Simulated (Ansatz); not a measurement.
Runs of Ansatz 0.2.0 on LiF (Griceite). It takes space group Fm-3m (No. 225, cubic). Conventional cell: a = 4.028 Å, b = 4.028 Å, c = 4.028 Å, α = 90.00°, β = 90.00°, γ = 90.00°. F (site symmetry m-3m) is surrounded by 6 Li at 2.01 Å. Li (site symmetry m-3m) is surrounded by 6 F at 2.01 Å. 

| task | level | potentials or basis | cell | k mesh | cutoff (eV) | smearing | basis error allowed | gap on the mesh (eV) | pressure (GPa) | V0 of scaled cells (Å³/atom) | B0 (GPa) |
| --- | --- | --- | --- | --- | --- | --- | --- | --- | --- | --- | --- |
| single point | HSE06 | all-electron PAW datasets made for the crystal | as given | 8 × 8 × 8 | 430 | fermi-dirac 0.05 eV | - | 11.37 | - | - | - |
| equation of state | PBEsol | all-electron LAPW, scalar-relativistic | as given | 11 × 11 × 11 | - | fermi-dirac 0.05 eV | 0.001 eV/atom | - | - | (a) | 73 |
| relaxation of the atoms | RPBE | all-electron LAPW, scalar-relativistic | atoms relaxed from: atoms moved at random, drawn with an rms of 0.02 Å | 11 × 11 × 11 | - | tetrahedron | 0.001 eV/atom | (d) | 6.5 | - | - |
| single point | PBE0 | all-electron PAW datasets made for the crystal | as given | 8 × 8 × 8 | 430 | fermi-dirac 0.05 eV | - | 12.13 | - | - | - |
| band structure | LDA | all-electron LAPW, scalar-relativistic | as given | 11 × 11 × 11 | 286 | fermi-dirac 0.05 eV | 0.001 eV/atom | 8.82 | (b) | - | - |
| single point | PBE | all-electron PAW datasets made for the crystal | as given | 8 × 8 × 8 | 380 | fermi-dirac 0.05 eV | - | 9.07 | 2.0 | - | - |
| single point | PBE | all-electron LAPW, scalar-relativistic | as given | 11 × 11 × 11 | 288 | fermi-dirac 0.05 eV | 0.001 eV/atom | 9.07 | 2.0 | - | - |
| band structure | PBEsol | all-electron LAPW, scalar-relativistic | as given | 11 × 11 × 11 | 287 | fermi-dirac 0.05 eV | 0.001 eV/atom | 8.90 | -1.2 | - | - |
| equation of state | PBE | all-electron LAPW, scalar-relativistic | as given | 11 × 11 × 11 | - | fermi-dirac 0.05 eV | 0.0005 eV/atom | - | - | 8.40 | (c) |

Alike in all rows: no spin polarisation.

Task: Fill in the values left out.

Result: (a) 8.03; (b) -6.4; (c) 67; (d) 9.31.

Caveats: an odd mesh through Γ misses points on the zone boundary, where band edges often lie (some runs).

Not every run made on this cell is shown here.
